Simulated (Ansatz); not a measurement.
KBr (rocksalt), relaxed with r2SCAN in Ansatz 0.2.0. It is cubic, Fm-3m (No. 225); conventional cell a = 6.604 Å, 36.01 Å³ an atom. Around K lie 6 Br at 3.30 Å; around Br lie 6 K at 3.30 Å.

The axes x, y and z are those of this cell:
```
K Br
1.0
     0.00000    3.30225    3.30225
     3.30225    0.00000    3.30225
     3.30225    3.30225    0.00000
K Br
1 1
Direct
  0.00000 0.00000 0.00000
  0.50000 0.50000 0.50000
```

Unstrained: The PBE gap is direct at Γ: 4.430 eV. With r2SCAN the gap is 5.071 eV and direct, at Γ. HSE06 gives a direct gap of 5.596 eV at Γ. Meshes: PBE 6×6×6, r2SCAN 6×6×6, HSE06 4×4×4. Strains are changes of length per length. After each strain the atoms were relaxed again with r2SCAN within the symmetry that the strain leaves, so tilts or polar shifts that break it weren't tested; points keep the names that they have in the unstrained zone. No spin polarisation and no zero-point or thermal motion.

(1) Estimate what uniaxial +2.5 % along [111], other directions held does to the gap.

(2) Apply epitaxial -0.5 % in the plane normal to [111], free normal strain +0.68 %. How far does the gap move, against the unstrained cell?

(3) Estimate what uniaxial -3.0 % along x, other directions held does to the gap.

(4) Estimate what epitaxial -2.5 % in the xy plane, free normal strain +0.67 % does to the gap.

(5) Order the strained cells by their HSE06 gap, smallest first.
A. epitaxial -0.5 % in the plane normal to [111]
B. epitaxial -2.5 % in the xy plane
C. uniaxial +2.5 % along [111], other directions held
D. uniaxial -3.0 % along x, other directions held

Results:

(1) PBE: the gap goes from 4.430 to 4.343 eV (-0.087 eV); with r2SCAN the top three valence levels at Γ, degenerate before, become 2+1 from the top over 56 meV. r2SCAN: the gap goes from 5.071 to 4.980 eV (-0.091 eV). HSE06: the gap goes from 5.596 to 5.503 eV (-0.093 eV). The r2SCAN energy rises by 1.4 meV an atom.

(2) PBE: the gap goes from 4.430 to 4.429 eV (-0.001 eV); with r2SCAN the top three valence levels at Γ, degenerate before, become 2+1 from the top over 27 meV. r2SCAN: the gap goes from 5.071 to 5.071 eV (0.000 eV). HSE06: the gap goes from 5.596 to 5.596 eV (0.000 eV). The r2SCAN energy rises by 0.2 meV an atom.

(3) PBE: the gap goes from 4.430 to 4.497 eV (+0.067 eV); with r2SCAN the top three valence levels at Γ, degenerate before, become 1+2 from the top over 23 meV. r2SCAN: the gap goes from 5.071 to 5.141 eV (+0.070 eV). HSE06: the gap goes from 5.596 to 5.673 eV (+0.077 eV). The r2SCAN energy rises by 4.8 meV an atom.

(4) PBE: the gap goes from 4.430 to 4.541 eV (+0.111 eV); with r2SCAN the top three valence levels at Γ, degenerate before, become 2+1 from the top over 24 meV. r2SCAN: the gap goes from 5.071 to 5.188 eV (+0.117 eV). HSE06: the gap goes from 5.596 to 5.719 eV (+0.123 eV). The r2SCAN energy rises by 7.0 meV an atom.

(5) C (5.50 eV), A (5.60 eV), D (5.67 eV), B (5.72 eV).

The runs are scalar-relativistic, without spin-orbit coupling.

The meshes of the hybrids are coarse, so their gaps aren't converged to the digits shown.

The splittings at Γ are without spin-orbit coupling, which regroups them where it is of like size or larger.
